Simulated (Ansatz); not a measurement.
SiNi3:

```
Ni Si
1.0
     1.29280    0.74640    7.66199
    -1.29280    0.74640    7.66199
     0.00000   -1.49280    7.66199
Ni Si
3 1
Direct
  0.25473 0.25473 0.25473
  0.50000 0.50000 0.50000
  0.74527 0.74527 0.74527
  0.00000 0.00000 0.00000
```

The cell comes from a database or a generator and needn't be the stable form of this composition.

```yaml
Program: Ansatz 0.2.0
Task: relaxation of cell and atoms
Functional: PBEsol
Potentials_or_basis: Ansatz PAW
Cutoff: "420 eV (not typed: the program's choice for these potentials)"
k_mesh: 12 × 12 × 12
Occupations: fermi-dirac, width 0.05 eV
Spin: collinear spin, ferromagnetic start
Starting_moments: "[1.0, 1.0, 1.0, 0.0] μB"
```

At the start: volume 11.09 Å³/atom.

Q: Where does the relaxation end?

A: It ends after 7 steps and the volume is 10.74 Å³/atom (-3.2 %); space group R-3m (No. 166, to 0.05 Å); moment 0.37 μB per cell.

The path:
| step | energy change (eV) | largest force (eV/Å) | volume (Å³) |
| --- | --- | --- | --- |
| 1 | 0.0000 | 0.0591 | 44.36 |
| 2 | -0.0221 | 0.0442 | 43.60 |
| 3 | -0.0284 | 0.0099 | 42.92 |
| 4 | -0.0284 | 0.0004 | 42.96 |
| 5 | -0.0284 | 0.0001 | 42.97 |
| 6 | -0.0284 | 0.0001 | 42.96 |
| 7 | -0.0280 | 0.0001 | 42.96 |

Final structure:
```
CELL_PARAMETERS angstrom
1.27915 0.73852 7.57949
-1.27915 0.73852 7.57949
0.00000 -1.47704 7.57949
ATOMIC_POSITIONS crystal
Ni 0.25459 0.25459 0.25459
Ni 0.50000 0.50000 0.50000
Ni 0.74541 0.74541 0.74541
Si 0.00000 0.00000 0.00000
```

Caveat: the plane-wave basis is chosen anew once the cell has moved, so the energies of steps on either side of that aren't comparable; the PAW data sets come from PBE, with cores solved anew for the run's functional, which leaves a small shift of forces and pressure.
